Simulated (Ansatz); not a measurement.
Cu:

```xyz
1
Lattice="-1.4428 1.4428 1.3761 1.4428 -1.4428 1.3761 1.4428 1.4428 -1.3761" Properties=species:S:1:pos:R:3 pbc="T T T"
Cu    0.0000    0.0000    0.0000
```

This isn't the form of Cu at room conditions, which is fcc.

Base run:

- Program: Ansatz 0.2.0
- Functional: RPBE
- Potentials or basis: Ansatz PAW
- Cutoff: 420 eV (not typed: the program's choice for these potentials)
- k mesh: 13 × 13 × 13
- Occupations: fermi-dirac, width 0.05 eV
- Spin: no spin polarisation

Its results: band gap on the k mesh none (metal or under the smearing width); pressure 12.5 GPa.

Task: The run is repeated on the same cell with these changes: functional from RPBE to revPBE. What comes out?

Result: Band gap on the k mesh none (metal or under the smearing width); pressure 11.0 GPa.

Caveats: the PAW data sets come from PBE, with cores solved anew for the run's functional, which leaves a small shift of forces and pressure.
